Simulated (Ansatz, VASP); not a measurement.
**Al2O3 in VASP and in Ansatz**

```xyz
5
Lattice="5.0568 0.0000 0.0000 -2.5284 4.3794 0.0000 0.0000 0.0000 2.5285" Properties=species:S:1:pos:R:3 pbc="T T T"
Al    0.0000    2.9196    1.2643
Al    2.5284    1.4598    1.2643
O     1.2642    2.1897    0.0000
O    -1.2642    2.1897    0.0000
O     2.5284    0.0000    0.0000
```

Alike in both runs: functional PBE; k mesh 6 × 6 × 10; occupations gaussian, width 0.02 eV; no spin polarisation.

Ansatz relaxed the structure, and its values are those at the end. VASP's run is a single point on that final structure, the one shown.

|  | VASP | Ansatz |
| --- | --- | --- |
| version | VASP 6.6.1 | Ansatz 0.2.0 |
| potentials or method | VASP PAW PBE potentials, release 64 (Al, O) | scalar-relativistic, plane waves, PAW |
| plane-wave cutoff (eV) | 520 | 420 |
| valence electrons in the cell | 24 | 24 |

```csv
,VASP,Ansatz,Ansatz less VASP
gap on the k mesh at the Fermi level (eV),3.56,3.58,+0.014
least direct gap on the mesh (eV),4.19,4.20,+0.012
pressure (GPa),-0.1,0.0,+0.11
```

A k mesh can miss the band edges.
